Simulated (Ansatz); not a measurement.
A run of Ansatz 0.2.0 is set up as follows.

File input.yaml:

```yaml
crystal:
  lattice:
    - [0.0, 2.72525, 2.72525]
    - [2.72525, 0.0, 2.72525]
    - [2.72525, 2.72525, 0.0]
  atoms:
    - { symbol: Ga, position: [0.0, 0.0, 0.0] }
    - { symbol: P, position: [0.75, 0.75, 0.75] }
hamiltonian:
  xc: pbesol
  pseudopotentials: { kind: paw }
kpoints:
  mp_grid: { grid: [8, 8, 8] }
  band_path:
    path:
      - [[0.0, 0.0, 0.0], [0.5, 0.0, 0.5], [0.5, 0.25, 0.75], [0.375, 0.375, 0.75], [0.0, 0.0, 0.0], [0.5, 0.5, 0.5], [0.625, 0.25, 0.625], [0.5, 0.25, 0.75], [0.5, 0.5, 0.5], [0.375, 0.375, 0.75]]
      - [[0.625, 0.25, 0.625], [0.5, 0.0, 0.5]]
    npoints: 14
scf:
  occupations: { method: fermi_dirac, width: 0.05 }
  n_extra_bands: 6
output:
  forces: true
  stress: true
  eigenvalues: true
  fatbands: false
  write_density: true
  write_potential: true
  elf: true
  volumetric_format: npy
```

Potentials or basis: Ansatz PAW.

Launch:

```console
$ ansatz run input.yaml --threads 2 --pin off --max-ram 5632MiB --backend cpu --events-out ev --progress --plain --runs-dir out
```

Q: Estimate the pressure.

A: -0.6 GPa.

Q: Estimate the band gap on the k mesh.

A: 1.51 eV, indirect (least direct gap 1.74 eV).

Q: What does it give for the band gap along the path?

A: 1.46 eV, indirect (least direct gap 1.74 eV).

Levels at the corners of the path, in eV from the valence-band top:
| point | band 6 | band 7 | band 8 | band 9 | band 10 | band 11 | band 12 | band 13 |
| --- | --- | --- | --- | --- | --- | --- | --- | --- |
| Γ | -12.52 | 0.00 | 0.00 | 0.00 | 1.74 | 3.82 | 3.82 | 3.82 |
| X | -9.52 | -6.80 | -2.71 | -2.71 | 1.51 | 1.71 | 10.52 | 10.52 |
| W | -9.43 | -6.59 | -3.63 | -3.48 | 4.60 | 4.82 | 6.01 | 6.02 |
| K | -9.56 | -6.59 | -4.00 | -2.28 | 2.07 | 4.72 | 8.16 | 8.17 |
| Γ | -12.52 | 0.00 | 0.00 | 0.00 | 1.74 | 3.82 | 3.82 | 3.82 |
| L | -10.43 | -6.69 | -1.13 | -1.13 | 1.58 | 4.64 | 4.64 | 8.08 |
| U | -9.56 | -6.59 | -4.00 | -2.28 | 2.07 | 4.72 | 8.16 | 8.17 |
| W | -9.43 | -6.59 | -3.63 | -3.48 | 4.60 | 4.82 | 6.01 | 6.02 |
| L | -10.43 | -6.69 | -1.13 | -1.13 | 1.58 | 4.64 | 4.64 | 8.08 |
| K | -9.56 | -6.59 | -4.00 | -2.28 | 2.07 | 4.72 | 8.16 | 8.17 |
| U | -9.56 | -6.59 | -4.00 | -2.28 | 2.07 | 4.72 | 8.16 | 8.17 |
| X | -9.52 | -6.80 | -2.71 | -2.71 | 1.51 | 1.71 | 10.52 | 10.52 |

Caveat: the PAW data sets come from PBE, with cores solved anew for the run's functional, which leaves a small shift of forces and pressure.

**Measured values to compare with.**

From “Stacking defects in GaP nanowires: Electronic structure and optical properties”, 2018, arxiv:1810.01194, for a bulk crystal of GaP at 10 K: band gap 2.34 eV (indirect).

Measured gap of GaP: 2.34 eV (indirect; 10 K; quoted in “Stacking defects in GaP nanowires: Electronic structure and optical properties”, 2018, arxiv:1810.01194). This calculation gives 1.46 eV (-0.88 eV). Spin-orbit coupling on Ga is left out. The value is that of PBEsol, without temperature or zero-point motion. Semilocal functionals fall short of measured gaps as a rule.
